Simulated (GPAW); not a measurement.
The system is AlRu.

```xyz
2
Lattice="2.9916 0.0000 0.0000 0.0000 2.9916 0.0000 0.0000 0.0000 2.9916" Properties=species:S:1:pos:R:3 pbc="T T T"
Ru    1.4958    1.4958    1.4958
Al    0.0000    0.0000    0.0000
```

* Program: GPAW 26.7.0
* Task: relaxation of cell and atoms
* Functional: PBEsol
* Dispersion: D3
* Potentials or basis: PAW data sets generated in the run's folder for this functional
* Cutoff: 600 eV
* Basis: pw
* k mesh: 9 × 9 × 9
* Occupations: fermi-dirac, width 0.05 eV
* Spin: no spin polarisation

At the start: pressure -7.4 GPa; volume 13.39 Å³/atom.

Task: How do energy, volume and symmetry change on relaxing?

Result: Over 3 steps the energy falls by 10.7 meV/atom and the volume is 12.91 Å³/atom (-3.5 %); space group Pm-3m (No. 221, to 0.05 Å).

Step by step:
```
step  energy change (eV)  largest force (eV/Å)  pressure (GPa)  volume (Å³)
   1              0.0000                0.0000           -7.41        26.77
   2             -0.0132                0.0000           -4.75        26.42
   3             -0.0215                0.0000            0.22        25.82
```

Final structure:
```cif
data_structure
_symmetry_space_group_name_H-M 'P 1'
_symmetry_Int_Tables_number 1
_cell_length_a 2.9558
_cell_length_b 2.9558
_cell_length_c 2.9558
_cell_angle_alpha 90.000
_cell_angle_beta 90.000
_cell_angle_gamma 90.000
_cell_volume 25.82
loop_
_atom_site_label
_atom_site_type_symbol
_atom_site_fract_x
_atom_site_fract_y
_atom_site_fract_z
_atom_site_occupancy
Ru1 Ru 0.50000 0.50000 0.50000 1
Al1 Al 0.00000 0.00000 0.00000 1
```

Caveat: later steps reuse the first step's grids; pairwise dispersion overbinds metals, which lowers pressure and volume.
